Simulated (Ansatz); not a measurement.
Input and command of a plane-wave DFT calculation in Ansatz:

```yaml
crystal:
  lattice:
    - [5.0993027217, 0.0, 0.0]
    - [-2.5496513608, 4.4161256986, 0.0]
    - [0.0, 0.0, 8.6285743078]
  atoms:
    - { symbol: Si, position: [0.6666666667, 0.3333333333, 0.9372042249] }
    - { symbol: Si, position: [0.6666666667, 0.3333333333, 0.5627957751] }
    - { symbol: Si, position: [0.3333333333, 0.6666666667, 0.0627957751] }
    - { symbol: Si, position: [0.3333333333, 0.6666666667, 0.4372042249] }
    - { symbol: O, position: [1.0, 0.4173772812, 0.0] }
    - { symbol: O, position: [0.4173772812, 0.4173772812, 0.5] }
    - { symbol: O, position: [0.5826227188, 0.0, 0.5] }
    - { symbol: O, position: [0.5826227188, 0.5826227188, 0.0] }
    - { symbol: O, position: [0.0, 0.5826227188, 0.5] }
    - { symbol: O, position: [0.6666666667, 0.3333333333, 0.75] }
    - { symbol: O, position: [0.3333333333, 0.6666666667, 0.25] }
    - { symbol: O, position: [0.4173772812, 0.0, 0.0] }
basis:
  ecutwfc: 420
kpoints:
  mp_grid: { grid: [6, 6, 4] }
hamiltonian:
  xc: pbe
scf:
  occupations: { method: gaussian, width: 0.05 }
output:
  forces: true
  stress: true
  eigenvalues: true
  write_density: true
  write_potential: true
  elf: true
  volumetric_format: npy
```

```bash
ansatz run input.yaml --threads 2 --pin off --max-ram 5120MiB --backend cpu --events-out ev --progress --plain --runs-dir out
```

Processor: Arm Neoverse V2, 2 threads, on a host shared with other jobs.

Q: Estimate time, memory and problem size.

A: About 8.2 s on 2 threads of Arm Neoverse V2, on a shared host, peak memory 0.45 GiB. It solves 44 bands at 21 k points (the mesh reduced by symmetry) with about 3851 plane waves, in 6 SCF iterations.
